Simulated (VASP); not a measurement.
Write the native input for VASP 6.6.1 that does the following.

```
Task                   : electric field gradients
Functional             : PBE
Dispersion             : D3(BJ)
Potentials or basis    : VASP PAW PBE potentials, release 64 (Te, Pt)
Cutoff                 : 520 eV
k mesh                 : 12 × 12 × 8
Occupations            : fermi-dirac, width 0.15 eV
Spin                   : no spin polarisation
Dipole correction      : no
Further INCAR settings : ALGO = Fast; EDIFF = 1e-08; NBANDS = 18
```

The structure of Te2Pt (Moncheite) lies in POSCAR:

```
Te2Pt
1.0
    4.0519534853      0.0000000000      0.0000000000
   -2.0259767426      3.5090946532      0.0000000000
    0.0000000000      0.0000000000      5.0999101399
Te Pt
2 1
Direct
    0.3333333333      0.6666666667      0.2671282086
    0.6666666667      0.3333333333      0.7328717914
    0.0000000000      0.0000000000      0.0000000000
```

The input as run:

INCAR

```
  PREC = Accurate
  ENCUT = 520
  EDIFF = 1E-8
  ISMEAR = -1
  SIGMA = 0.15
  LREAL = False
  LASPH = True
  NELM = 100
  ALGO = Fast
  ISIF = 2
  LWAVE = False
  LCHARG = False
  GGA = PE
  IVDW = 12
  LEFG = True
  NBANDS = 18
```

KPOINTS

```
regular mesh
0
Gamma
  12 12 8
```

Potentials or basis: VASP PAW PBE potentials, release 64 (Te, Pt).

Launch:

```console
$ cat potpaw_PBE.64/Te/POTCAR potpaw_PBE.64/Pt/POTCAR > POTCAR
$ mpirun -np 1 vasp_std > vasp.out
```

It gave:

```
Pressure                   : -0.2 GPa
Largest force              : 0.008 eV/Å
Band gap on the k mesh     : none (metal or under the smearing width)
Dispersion energy per atom : -0.565 eV
```

Caveat: pairwise dispersion overbinds metals, which lowers pressure and volume.

It took 4.4 min on 1 thread of Intel(R) Xeon(R) Platinum 8488C (Sapphire Rapids), with other jobs on the host, peak memory 0.32 GiB.
